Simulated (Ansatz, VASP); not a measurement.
One calculation of InP3, two programs

```
CELL_PARAMETERS angstrom
3.66183 2.11416 3.13713
-3.66183 2.11416 3.13713
0.00000 -4.22832 3.13713
ATOMIC_POSITIONS crystal
In 0.27736 0.27736 0.27736
In 0.72264 0.72264 0.72264
P 0.79061 0.23791 0.79061
P 0.79061 0.79061 0.23791
P 0.23791 0.79061 0.79061
P 0.20939 0.76209 0.20939
P 0.76209 0.20939 0.20939
P 0.20939 0.20939 0.76209
```

Alike in both runs: functional PBEsol; k mesh 6 × 6 × 6; occupations gaussian, width 0.1 eV; no spin polarisation.

Ansatz relaxed the structure, and its values are those at the end. VASP's run is a single point on that final structure, the one shown.

|  | VASP | Ansatz |
| --- | --- | --- |
| version | VASP 6.6.1 | Ansatz 0.2.0 |
| potentials or method | VASP PAW PBE potentials, release 64 (In_d, P) | scalar-relativistic, plane waves, PAW |
| plane-wave cutoff (eV) | 520 | 420 |
| valence electrons in the cell | 56 | 56 |

VASP gave:

```
gap on the k mesh at the Fermi level (eV) : none
pressure (GPa)                            : 5.0
rms of the force components (eV/Å)        : 0.013
```

**Question.** Estimate Ansatz's values.

**Answer.** gap on the k mesh at the Fermi level (eV): none; pressure (GPa): 5.0; rms of the force components (eV/Å): 0.000.

A gap of «none» marks a metal or a gap that the smearing closes.

Caveats: the PAW data sets were made with another functional, which shifts forces and pressure a little (VASP).
